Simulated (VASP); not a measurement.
# Re, self-consistent run: which settings are enough?

Re, P1 (no. 1), 27 atoms in the cell. PBE; PAW potentials Re (PBE set). VASP 6.6.1.

Wanted: energy within 0.5 meV/atom; forces within 0.003 eV/Å.

What the run is for: forces in a large cell; Accuracy asked: tight; Cell repeated: 3 × 3 × 3.

POSCAR:
```
Re
1.0
    0.0000000000      5.9250000000      5.9250000000
    5.9250000000      0.0000000000      5.9250000000
    5.9250000000      5.9250000000      0.0000000000
Re
27
Direct
   -0.0079670000      0.0018240000      0.0033210000
   -0.0020870000      0.0014510000      0.3315430000
    0.0007920000     -0.0027910000      0.6716900000
   -0.0051830000      0.3346110000      0.0041950000
    0.0019530000      0.3354170000      0.3316910000
    0.0062540000      0.3366830000      0.6613620000
   -0.0000070000      0.6686440000      0.0009560000
    0.0001100000      0.6709900000      0.3297670000
    0.0052070000      0.6700900000      0.6618200000
    0.3325120000     -0.0015120000     -0.0009310000
    0.3384340000     -0.0028240000      0.3337280000
    0.3355190000      0.0002790000      0.6664810000
    0.3387100000      0.3295910000      0.0002310000
    0.3357640000      0.3374680000      0.3295180000
    0.3301700000      0.3304320000      0.6704460000
    0.3340170000      0.6657020000     -0.0039330000
    0.3363780000      0.6672930000      0.3311920000
    0.3357000000      0.6697450000      0.6615460000
    0.6728260000     -0.0009110000     -0.0017630000
    0.6647360000      0.0020230000      0.3327260000
    0.6676070000     -0.0064410000      0.6677040000
    0.6679670000      0.3348540000      0.0018880000
    0.6657660000      0.3402910000      0.3335680000
    0.6662700000      0.3314220000      0.6682040000
    0.6640820000      0.6770510000     -0.0081470000
    0.6671220000      0.6692740000      0.3379700000
    0.6629700000      0.6663620000      0.6700680000
```

The series start from Plane-wave cutoff (eV): 260; Projection operators (LREAL): Auto, ROPT -0.00025; Electronic threshold (eV): 1e-5; Parallel layout: defaults; Electronic algorithm: ALGO=Normal; Bands a block (NSIM): NSIM=4. Each series keeps the choices made before it, and each single choice may use up half of a tolerance.

## Plane-wave cutoff (eV)

| Plane-wave cutoff (eV) | Energy less reference (meV/atom) | Forces, largest deviation (eV/Å) | SCF iterations | Time (s) |
|---|---|---|---|---|
| 200 | 37.51 | 0.0161 | 21 | 181 |
| 220 | 27.88 | 0.0237 | 28 | 356 |
| 260 | 34.53 | 0.0291 | 26 | 291 |
| 290 | 20.93 | 0.0295 | 20 | 188 |
| 360 (reference) | 0.00 | 0.0000 | 16 | 208 |

Chosen: 360; the next looser run is off by more than half of the tolerance, so convergence isn't shown beyond this value.

## Projection operators (LREAL)

| Projection operators (LREAL) | Energy less reference (meV/atom) | Forces, largest deviation (eV/Å) | SCF iterations | Time (s) |
|---|---|---|---|---|
| Auto, ROPT -0.005 | -19.91 | 0.0741 | 16 | 228 |
| Auto, ROPT -0.002 | -2.73 | 0.0543 | 16 | 176 |
| Auto, ROPT -0.001 | 1.95 | 0.0031 | 16 | 201 |
| Auto, ROPT -0.0005 | 0.85 | 0.0075 | 16 | 223 |
| Auto, ROPT -0.00025 | 0.16 | 0.0074 | 16 | 208 |
| Auto, ROPT -0.0001 | -0.40 | 0.0005 | 16 | 354 |
| False (reference) | 0.00 | 0.0000 | 16 | 128 |

Chosen: False; the one before it in the list is off by more than half of the tolerance.

## Electronic threshold (eV)

| Electronic threshold (eV) | Energy less reference (meV/atom) | Forces, largest deviation (eV/Å) | SCF iterations | Time (s) |
|---|---|---|---|---|
| 0.001 | 0.02 | 0.0236 | 12 | 111 |
| 0.0001 | 0.01 | 0.0036 | 14 | 111 |
| 1e-5 | 0.00 | 0.0036 | 16 | 128 |
| 1e-6 | 0.00 | 0.0009 | 17 | 138 |
| 1e-7 (reference) | 0.00 | 0.0000 | 24 | 196 |

Chosen: 1e-6, the loosest value from which every tighter one stays within half of the tolerance.

## Parallel layout

| Parallel layout | Energy less reference (meV/atom) | Forces, largest deviation (eV/Å) | SCF iterations | Time (s) |
|---|---|---|---|---|
| defaults | 0.00 | 0.0000 | 17 | 138 |
| NCORE=2 | 0.00 | 0.0014 | 19 | 132 |
| NCORE=4 | 0.00 | 0.0015 | 20 | 111 |
| NCORE=8 | 0.00 | 0.0015 | 21 | 129 |
| KPAR=2 | 0.00 | 0.0014 | 19 | 138 |
| KPAR=2 NCORE=2 | 0.00 | 0.0015 | 20 | 178 |
| KPAR=4 | 0.00 | 0.0015 | 20 | 174 |
| KPAR=4 NCORE=2 | 0.00 | 0.0015 | 21 | 151 |
| KPAR=8 | 0.00 | 0.0015 | 21 | 149 |
| NPAR=2 | 0.00 | 0.0015 | 20 | 149 |

Chosen: defaults; no other choice that stays within half of the tolerance saves 30 % of the time.

## Electronic algorithm

| Electronic algorithm | Energy less reference (meV/atom) | Forces, largest deviation (eV/Å) | SCF iterations | Time (s) |
|---|---|---|---|---|
| ALGO=Normal | 0.00 | 0.0000 | 17 | 138 |
| ALGO=Fast | 0.00 | 0.0009 | 38 | 243 |
| ALGO=VeryFast | no result | no result | 120 | 889 |
| ALGO=All ISEARCH=1 | 0.00 | 0.0021 | 85 | 352 |

Chosen: ALGO=Normal.

## Bands a block (NSIM)

| Bands a block (NSIM) | Energy less reference (meV/atom) | Forces, largest deviation (eV/Å) | SCF iterations | Time (s) |
|---|---|---|---|---|
| NSIM=4 | 0.00 | 0.0000 | 17 | 138 |
| NSIM=1 | 0.00 | 0.0000 | 17 | 123 |
| NSIM=2 | 0.00 | 0.0000 | 17 | 119 |
| NSIM=8 | 0.00 | 0.0011 | 18 | 150 |
| NSIM=16 | 0.00 | 0.0006 | 19 | 203 |

Chosen: NSIM=4.

## All choices together

| Input | Energy less reference (meV/atom) | Forces, largest deviation (eV/Å) | Time (s) |
|---|---|---|---|
| the program's defaults (naive) | 33.84 | 0.0372 | 37 |
| chosen settings | 0.00 | 0.0009 | 138 |
| reference settings throughout | 0.00 | 0.0000 | 196 |

The chosen settings stay within the tolerance of the reference run, but the reference itself isn't shown to be converged in: Plane-wave cutoff (eV).

## The input

INCAR:
```
SYSTEM = Re
GGA = PE
ISMEAR = 1
SIGMA = 0.1
LWAVE = .FALSE.
LCHARG = .FALSE.
ISIF = 2
ISYM = 0
PREC = Accurate
LASPH = .TRUE.
LREAL = .FALSE.
ALGO = Normal
EDIFF = 1E-6
NELM = 120
GGA_COMPAT = .FALSE.
ENCUT = 360
NSIM = 4
```

KPOINTS:
```
k-points
0
Gamma
  3 3 3
```

Commands:
```
cat potpaw_PBE.64/Re/POTCAR > POTCAR
mpirun -np 8 vasp_std > vasp.out
```

Limits: Only the k mesh 3 × 3 × 3 was run, so its error is untested.

The chosen input took VASP 6.6.1 138 s on 8 cores (Intel Xeon 6975P-C (Granite Rapids)), a shared host.

## An input that fails: Gamma-only program on a mesh of k points

VASP's message: You are using the Gamma-point-only version with more than one k-point or some other non-Gamma k-point.

k mesh: 3 × 3 × 3 becomes 2 × 2 × 2.

Changes against the starting input:
```
- NELM = 120
+ NELM = 97
- vasp_std
+ vasp_gam
(KPOINTS)
-k-points
+Automatic mesh
-  3 3 3
+  2 2 2
+  0 0 0
```
